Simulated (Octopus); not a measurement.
**As in Octopus: the effect of potentials**

As:

```
As
1.0
     1.88080    1.08588    3.51406
    -1.88080    1.08588    3.51406
     0.00000   -2.17176    3.51406
As
2
Direct
  0.22600 0.22600 0.22600
  0.77400 0.77400 0.77400
```

Alike in all runs:

| Item | Value |
| --- | --- |
| Program | Octopus 16.4 |
| Task | single point |
| Functional | PBE |
| Grid spacing | 0.153 Å |
| k mesh | 6 × 6 × 6 |
| Occupations | fermi-dirac, width 0.05 eV |
| Spin | no spin polarisation |

| potentials | largest force (eV/Å) |
| --- | --- |
| pseudodojo_pbe (PseudoDojo 0.5, PBE) | 0.40 |
| sg15 (PBE) | 0.38 |
| pseudodojo_pbesol (PseudoDojo 0.4, PBEsol) | 0.40 |
| pseudodojo_lda (PseudoDojo 0.4, LDA) | 0.47 |
| hgh_lda (LDA) | ? |

Question: What does the run with potentials hgh_lda (LDA) give?

Answer: Largest force 0.04 eV/Å.

Caveats: the potentials were made for another functional, which shifts forces and pressure (some runs); this is an older set of potentials, less accurate than current ones (some runs).

The runs don't all hold the same shells in valence.
